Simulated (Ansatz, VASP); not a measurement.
# GaN in VASP and in Ansatz

Contents of INCAR:

```
SYSTEM = GaN
  PREC = Accurate
  ENCUT = 520
  EDIFF = 1E-7
  ISMEAR = 0
  SIGMA = 0.02
  LREAL = .FALSE.
  LASPH = .TRUE.
  NELM = 60
  ALGO = Normal
  ISIF = 2
  LWAVE = .FALSE.
  LCHARG = .FALSE.
  GGA = PE
  NBANDS = 16
```

File KPOINTS:

```
Automatic mesh
0
G
  10 10 10
  0 0 0
```

Contents of POSCAR:

```
GaN
1.0
    0.0000000000      2.2967571727      2.2967571727
    2.2967571727      0.0000000000      2.2967571727
    2.2967571727      2.2967571727      0.0000000000
Ga N
1 1
Direct
    0.0000000000      0.0000000000      0.0000000000
    0.7500000000      0.7500000000      0.7500000000
```

Input for Ansatz:

```yaml
crystal:
  lattice:
    - [0.0, 2.2967571727, 2.2967571727]
    - [2.2967571727, 0.0, 2.2967571727]
    - [2.2967571727, 2.2967571727, 0.0]
  atoms:
    - { symbol: Ga, position: [0.0, 0.0, 0.0] }
    - { symbol: "N", position: [0.75, 0.75, 0.75] }
basis:
  ecutwfc: 420
kpoints:
  mp_grid: { grid: [10, 10, 10] }
hamiltonian:
  xc: pbe
scf:
  occupations: { method: gaussian, width: 0.02 }
output:
  forces: true
  stress: true
  eigenvalues: true
  write_density: true
  write_potential: true
  elf: true
  volumetric_format: npy
```

Alike in both runs: task single point; functional PBE; k mesh 10 × 10 × 10; occupations gaussian, width 0.02 eV; no spin polarisation.

|  | VASP | Ansatz |
| --- | --- | --- |
| version | VASP 6.6.1 | Ansatz 0.2.0 |
| potentials or method | VASP PAW PBE potentials, release 64 (Ga_d, N) | scalar-relativistic, plane waves, PAW |
| plane-wave cutoff (eV) | 520 | 420 |
| valence electrons in the cell | 18 | 18 |

VASP gave:

| Item | Value |
| --- | --- |
| gap on the k mesh at the Fermi level (eV) | 1.36 |
| least direct gap on the mesh (eV) | 1.36 |
| pressure (GPa) | -4.6 |

Problem. What did Ansatz give for the same quantities?

Solution. gap on the k mesh at the Fermi level (eV): 1.35; least direct gap on the mesh (eV): 1.35; pressure (GPa): -4.8.

As with any semilocal functional, this PBE gap is likely too small.
